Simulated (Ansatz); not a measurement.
System: InSe (GaSe-type monolayer).

The cell holds 4 atoms: 2 In and 2 Se. Its edges and angles: a = 4.085 Å, b = 4.085 Å, c = 33.900 Å, α = 90.0°, β = 90.0°, γ = 120.0°. Vacuum lies along c.

```xyz
4
Lattice="4.0851 0.0000 0.0000 -2.0425 3.5378 0.0000 0.0000 0.0000 33.9000" Properties=species:S:1:pos:R:3
In    0.0000    2.3585   18.3624
In    0.0000    2.3585   15.5376
Se    2.0425    1.1793   19.6365
Se    2.0425    1.1793   14.2635
```

The structure was relaxed with PBE. The runs that relaxed it are not among those shown.

Gaps computed with Ansatz 0.2.0 without a self-energy: PBE 1.40 eV, r2SCAN 1.80 eV and HSE06 2.15 eV.

Estimate the G0W0@PBE gap with 6×6×1 mesh, 1283 empty bands, screening to 110 eV, PAW set soft_1 files.

About 2.57 eV: on its mesh the run moves the gap from 1.40 eV by +1.17 eV. Among the scalar-relativistic levels given, HSE06 is nearest (−0.42 eV). Bands and cutoff are finite, so the gap is not at the basis limit. The miss can reach some tenths of an eV and take either sign; the mesh is an error of its own. The mesh in the plane is coarse for a sheet; gap and any exciton binding can still move on denser ones. The many-body steps are scalar-relativistic: spin-orbit coupling is not in them.

[Paths, hosts, dates, memory and timing lines, banners, echoed tables and standing remarks are left out of the program output.]

[Logs are printed without paths, hosts, clocks, repeated set-up lines and the standing remarks that a program may print on its own settings, such as how far it seeks lower states.]

[Runs of the session that timed out or met a known fault of the program may be left out.]

[Cells called generated may have been cut or substituted from an entry of the Crystallography Open Database or the Materials Project.]

[Hosts, paths, dates, database ids (printed as entryN), source tags and the programs' standing remarks are cut or masked in the printed files.]
